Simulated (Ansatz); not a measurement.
Runs of Ansatz 0.2.0 on Ni3Ge. It takes space group Pm-3m (No. 221, cubic). Conventional cell: a = 3.530 Å, b = 3.530 Å, c = 3.530 Å, α = 90.00°, β = 90.00°, γ = 90.00°. Ge (site symmetry m-3m) is surrounded by 12 Ni at 2.50 Å. Ni (site symmetry 4/mmm) is surrounded by 4 Ge at 2.50 Å and 8 Ni at 2.50 Å. The cell comes from a database or a generator and needn't be the stable form of this composition.

```tsv
task	level	spin	k mesh	cutoff (eV)	points for each segment of the path	atoms under strain	gap on the mesh (eV)	pressure (GPa)	moment (μB)	V0 of scaled cells (Å³/atom)	B0 (GPa)
equation of state	r2SCAN	collinear, ferromagnetic start	8 × 8 × 8	500	-	-	-	-	-	11.02	214
equation of state	LDA	collinear, ferromagnetic start	8 × 8 × 8	420	-	-	-	-	-	10.62	(a)
band structure	PBEsol	non-collinear, ferromagnetic start, SOC	8 × 8 × 8	420	14	-	none	-0.9	0.00	-	-
phonons	PBEsol	collinear, ferromagnetic start	6 × 6 × 6	420	-	-	none	-	0.00	-	-
elastic constants	PBEsol	collinear, ferromagnetic start	6 × 6 × 6	420	-	clamped	none	-0.9	0.00	-	-
```

Alike in all rows: potentials or basis Ansatz PAW; cell as given; smearing fermi-dirac 0.05 eV.

Q: Estimate the missing entries.

A: (a) 238.

Caveats: the PAW data sets come from PBE, with cores solved anew for the run's functional, which leaves a small shift of forces and pressure (some runs); the magnetic or orbital state may not be the lowest (some runs); the PAW data sets were made with another functional, which shifts forces and pressure a little (some runs); the starting moments weren't kept (some runs); the thresholds are loose for stress (some runs); elastic constants of metals need much finer meshes, so these are rough (some runs).

A k mesh can miss the band edges, and rows without SOC leave out spin-orbit coupling on Ge.

A gap of «none» marks a metal or a gap under the smearing width.
